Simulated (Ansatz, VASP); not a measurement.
Two plane-wave programs on BN

Contents of INCAR:

```
SYSTEM = BN
ALGO     = Fast           ! electronic algorithm
EDIFF    = 1E-6           ! SCF threshold, eV
ENCUT    = 520            ! plane-wave cutoff, eV
ISIF     = 2              ! what is computed and relaxed
ISMEAR   = 0              ! smearing method
LASPH    = .True.         ! aspherical terms in the spheres
LCHARG   = .False.        ! write CHGCAR
LREAL    = .False.        ! projectors in reciprocal space
LWAVE    = .False.        ! write WAVECAR
NBANDS   = 11             ! bands
NELM     = 100            ! most SCF steps
PREC     = Accurate       ! precision mode
SIGMA    = 0.05           ! smearing width, eV
```

Contents of KPOINTS:

```
k-points
0
Gamma
  12 12 12
  0 0 0
```

POSCAR

```
BN
1.0
    0.0000000000      3.4953158300      2.1660912400
    1.2516321000      0.0000000000      2.1660912400
    1.2516321000      3.4953158300      0.0000000000
B N
1 1
Direct
    0.0231317035      0.0231317035      0.9768682965
    0.6666513400      0.6666513400      0.3333486600
```

Input for Ansatz:

```yaml
crystal:
  lattice:
    - [0.0, 3.49531583, 2.16609124]
    - [1.2516321, 0.0, 2.16609124]
    - [1.2516321, 3.49531583, 0.0]
  atoms:
    - { symbol: B, position: [0.0231317035, 0.0231317035, 0.9768682965] }
    - { symbol: "N", position: [0.66665134, 0.66665134, 0.33334866] }
basis:
  ecutwfc: 420
kpoints:
  mp_grid: { grid: [12, 12, 12] }
hamiltonian:
  xc: lda
scf:
  occupations: { method: gaussian, width: 0.05 }
output:
  forces: true
  stress: true
  eigenvalues: true
```

Change from the starting cell: all B atoms moved +0.100 Å, as atom 1 along Cartesian [0 0 1].

Alike in both runs: task single point; functional LDA; k mesh 12 × 12 × 12; occupations gaussian, width 0.05 eV; no spin polarisation.

|  | VASP | Ansatz |
| --- | --- | --- |
| version | VASP 6.6.1 | Ansatz 0.2.0 |
| potentials or method | VASP PAW LDA potentials, release 64 (B, N) | scalar-relativistic, plane waves, PAW |
| plane-wave cutoff (eV) | 520 | 420 |
| valence electrons in the cell | 8 | 8 |

|  | VASP | Ansatz | Ansatz less VASP |
| --- | --- | --- | --- |
| gap on the k mesh at the Fermi level (eV) | 4.13 | 4.14 | +0.016 |
| least direct gap on the mesh (eV) | 4.59 | 4.61 | +0.011 |
| pressure (GPa) | -0.6 | -1.0 | -0.33 |
| largest component of the traceless stress (GPa) | 9.82 | 9.51 | -0.313 |
| rms of the force components (eV/Å) | 2.010 | 2.015 | +0.0050 |

Atom by atom the forces differ by 0.005 eV/Å (rms over components).

Caveats: forces of over 1 eV/Å show positions far from the minimum, so gaps and moduli don't describe the material at rest. A k mesh can miss the band edges.
